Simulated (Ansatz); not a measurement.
**AlRu: further runs on the relaxed cell**

An exercise on one series of results from a longer session: the logs are not shown, and one member is left open.

Method: DFT PBEsol, scalar-relativistic, plane waves, PAW, in Ansatz 0.2.0.

1 further run of the same task is left out (set aside as unsound or not needed).

### The system as given

Symmetry: Pm-3m, No. 221, cubic system. Conventional cell: a = 2.976 Å, b = 2.976 Å, c = 2.976 Å, α = 90.00°, β = 90.00°, γ = 90.00°. Around Al (site symmetry m-3m) lie 8 Ru at 2.58 Å. Ru (site symmetry m-3m) has 8 Al at 2.58 Å as nearest neighbours.

Coordinates:

```cif
data_structure
_symmetry_space_group_name_H-M 'Pm-3m'
_symmetry_Int_Tables_number 221
_cell_length_a 2.9764
_cell_length_b 2.9764
_cell_length_c 2.9764
_cell_angle_alpha 90.000
_cell_angle_beta 90.000
_cell_angle_gamma 90.000
_cell_volume 26.37
loop_
_atom_site_label
_atom_site_type_symbol
_atom_site_symmetry_multiplicity
_atom_site_Wyckoff_symbol
_atom_site_fract_x
_atom_site_fract_y
_atom_site_fract_z
_atom_site_occupancy
Al1 Al 1 a 0.00000 0.00000 0.00000 1
Ru1 Ru 1 b 0.50000 0.50000 0.50000 1
```

It is the result of an earlier relaxation at this level (volume 13.18 Å³/atom; gap on the mesh: none (metal)).

The first run:

File input.yaml:

```yaml
crystal:
  lattice:
    - [2.9764078229, 0.0, 0.0]
    - [0.0, 2.9764078229, 0.0]
    - [0.0, 0.0, 2.9764078229]
  atoms:
    - { symbol: Al, position: [0.0, 0.0, 0.0] }
    - { symbol: Ru, position: [0.5, 0.5, 0.5] }
basis:
  ecutwfc: 420
kpoints:
  mp_grid: { grid: [14, 14, 14] }
  band_path:
    path:
      - [[0.0, 0.0, 0.0], [0.0, 0.5, 0.0], [0.5, 0.5, 0.0], [0.0, 0.0, 0.0], [0.5, 0.5, 0.5], [0.0, 0.5, 0.0]]
      - [[0.5, 0.5, 0.5], [0.5, 0.5, 0.0]]
    npoints: 14
hamiltonian:
  xc: pbesol
scf:
  occupations: { method: gaussian, width: 0.1 }
  n_extra_bands: 6
output:
  forces: true
  stress: true
  eigenvalues: true
  populations: true
  dos: { projected: true, de: 0.02, nscf_kmesh: { grid: [21, 21, 21] } }
  bader: true
  write_density: true
  write_potential: true
  elf: true
  volumetric_format: npy
```

Launch:

```bash
ansatz run input.yaml --threads 1 --pin off --max-ram 2560MiB --backend cpu --events-out ev --progress --plain --runs-dir out
```

Steps of the session up to this table: Bands, states and charges; Back to the database's cell; Point at V/V0 = 0.97; The cell scaled to 1.03 of its volume; Point at V/V0 = 0.94; Volume × 1.06; Volume × 0.91; Volume × 1.10; The cell scaled to 0.88 of its volume.

One table of the session follows, with a row left open; its other results are not shown here.

| volume (Å³/atom) | energy above the lowest point (meV/atom) | pressure (GPa) |
| --- | --- | --- |
| 11.602 | 162.4 | 36.98 |
| 11.997 | 86.0 | 25.37 |
| 12.393 | 35.9 | 15.50 |
| 12.788 | 8.4 | 7.11 |
| 13.184 | 0.0 | -0.02 |
| 13.580 | ? | ? |
| 13.975 | 29.6 | -11.26 |
| 14.502 | 76.5 | -16.96 |

**Question.** Estimate the row for volume (Å³/atom) = 13.580.

Worked estimate for «energy above the lowest point (meV/atom)». A straight line through the neighbours (13.184, 0.0) and (13.975, 29.6) gives 0.0 + (29.6 − 0.0) × (13.580 − 13.184) / (13.975 − 13.184) = 14.8; a parabola fitted to 4 rows on both sides gives 8.2.

The run gave: energy above the lowest point (meV/atom): 7.9; pressure (GPa): -6.10. In «energy above the lowest point (meV/atom)» the line misses by +6.9 and the parabola by +0.3.
